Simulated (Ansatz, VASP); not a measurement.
## Sb: VASP beside Ansatz

INCAR

```
PREC     = Accurate       # precision mode
ENCUT    = 520            # plane-wave cutoff, eV
EDIFF    = 1E-7           # SCF threshold, eV
ISMEAR   = -1             # smearing method
SIGMA    = 0.1            # smearing width, eV
LREAL    = False          # projectors in reciprocal space
LASPH    = True           # aspherical terms in the spheres
NELM     = 60             # most SCF steps
ALGO     = Normal         # electronic algorithm
ISIF     = 2              # what is computed and relaxed
LWAVE    = False          # write WAVECAR
LCHARG   = False          # write CHGCAR
GGA      = PE             # functional
IVDW     = 13             # dispersion correction
NBANDS   = 14             # bands
```

KPOINTS

```
regular mesh
0
Gamma
  7 7 9
```

File POSCAR:

```
Sb
1.0
    5.4563442636      0.0000000000      0.0000000000
   -2.7281721318      4.7253327441      0.0000000000
    0.0000000000      0.0000000000      3.2141903864
Sb
3
Direct
    0.0000000000      0.0000000000      0.0000000000
    0.3333333333      0.6666666667      0.5000000000
    0.6666666667      0.3333333333      0.5000000000
```

Input for Ansatz:

```yaml
crystal:
  lattice:
    - [5.4563442636, 0.0, 0.0]
    - [-2.7281721318, 4.7253327441, 0.0]
    - [0.0, 0.0, 3.2141903864]
  atoms:
    - { symbol: Sb, position: [0.0, 0.0, 0.0] }
    - { symbol: Sb, position: [0.3333333333, 0.6666666667, 0.5] }
    - { symbol: Sb, position: [0.6666666667, 0.3333333333, 0.5] }
kpoints:
  mp_grid: { grid: [7, 7, 9] }
  band_path:
    path:
      - [0.0, 0.0, 0.0]
      - [0.5, 0.0, 0.0]
      - [0.3333333333, 0.3333333333, 0.0]
      - [0.0, 0.0, 0.0]
      - [0.0, 0.0, 0.5]
      - [0.5, 0.0, 0.5]
      - [0.3333333333, 0.3333333333, 0.5]
      - [0.0, 0.0, 0.5]
      - [0.5, 0.0, 0.5]
    npoints: 8
scf:
  occupations: { method: fermi_dirac, width: 0.1 }
  mixing: { preconditioner: none }
hamiltonian:
  xc: pbe
  pseudopotentials: { kind: paw }
  dispersion: d4
output:
  forces: true
  stress: true
  eigenvalues: true
  populations: true
```

This isn't the form of Sb at room conditions, which is rhombohedral.

Alike in both runs: task single point; functional PBE; dispersion D4; k mesh 7 × 7 × 9; occupations fermi-dirac, width 0.1 eV; no spin polarisation.

```csv
,VASP,Ansatz
version,VASP 6.6.1,Ansatz 0.2.0
potentials or method,"VASP PAW PBE potentials, release 64 (Sb)","PAW with Ansatz's default frozen-core files, scalar-relativistic"
plane-wave cutoff (eV),520,420
valence electrons in the cell,15,45
```

VASP gave:

| Property | Result |
| --- | --- |
| gap on the k mesh at the Fermi level (eV) | none |
| pressure (GPa) | -3.0 |
| dispersion energy (meV/atom) | -550.4 |

**Question.** What did Ansatz give for the same quantities?

**Answer.** gap on the k mesh at the Fermi level (eV): none; pressure (GPa): -2.9; dispersion energy (meV/atom): -550.6.

A gap of «none» marks a metal or a gap that the smearing closes. The two sets of potentials don't hold the same shells in valence.

Caveats: pairwise dispersion overbinds metals, which lowers pressure and volume. Spin-orbit coupling is left out, which matters for the levels of Sb.
